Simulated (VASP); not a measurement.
Write the native input for VASP 6.6.1 that does the following.

```
Task                   : relaxation of cell and atoms
Functional             : PBEsol
Potentials or basis    : VASP PAW PBE potentials, release 64 (Te, Mo_sv)
Cutoff                 : 600 eV
k mesh                 : 9 × 9 × 2
Occupations            : gaussian, width 0.02 eV
Spin                   : no spin polarisation
Further INCAR settings : ALGO = Fast; EDIFF = 1e-07; IBRION = 2; EDIFFG = -0.005; NSW = 90; ISIF = 3
```

The structure of Te2Mo lies in POSCAR:

```
Te2Mo
1.0
    3.5656545600      0.0000000000      0.0000000000
   -1.7828272800      3.0879474300      0.0000000000
    0.0000000000      0.0000000000     14.6477784100
Te Mo
4 2
Direct
    0.3333333300      0.6666666700      0.6278226900
    0.6666666700      0.3333333300      0.1278226900
    0.6666666700      0.3333333300      0.3721773100
    0.3333333300      0.6666666700      0.8721773100
    0.3333333300      0.6666666700      0.2500000000
    0.6666666700      0.3333333300      0.7500000000
```

The cell is a database's computed one.

These files were run (other wordings do the same):

INCAR

```
SYSTEM = Te2Mo
PREC = Accurate
ENCUT = 600
EDIFF = 1E-7
ISMEAR = 0
SIGMA = 0.02
LREAL = .False.
LASPH = .True.
NELM = 60
ALGO = Fast
ISIF = 3
LWAVE = .False.
LCHARG = .False.
GGA = PS
IBRION = 2
NSW = 90
EDIFFG = -0.005
```

KPOINTS

```
regular mesh
0
Gamma
  9 9 2
  0 0 0
```

Potentials or basis: VASP PAW PBE potentials, release 64 (Te, Mo_sv).

Command:

```bash
$ cat potpaw_PBE.64/Te/POTCAR potpaw_PBE.64/Mo_sv/POTCAR > POTCAR
$ mpirun -np 1 vasp_std > vasp.out
```

Results of the run:

The relaxed volume is 24.68 Å³/atom, the relaxed cell is a = 3.494 Å, b = 3.494 Å, c = 14.008 Å, α = 90.00°, β = 90.00°, γ = 120.00° and the space group after relaxing (to 0.05 Å) is P6_3/mmc (No. 194). The energy gained by relaxing is 15.9 meV/atom, the ionic steps are 20 and the pressure after relaxing is 0.0 GPa. The largest force after relaxing is 0.003 eV/Å and the band gap on the k mesh is 0.79 eV, indirect (least direct gap 1.09 eV).

Caveat: the PAW data sets were made with another functional, which shifts forces and pressure a little; spin-orbit coupling is left out, which moves the levels of the heavy elements; an odd mesh through Γ misses points on the zone boundary, where band edges often lie; this functional lacks dispersion, which binds the layers, so the pressure and a relaxed spacing across them are unreliable.

Run time: 19 min on 1 thread of Intel(R) Xeon(R) 6975P-C (Granite Rapids), with other jobs on the host, peak memory 0.4 GiB.
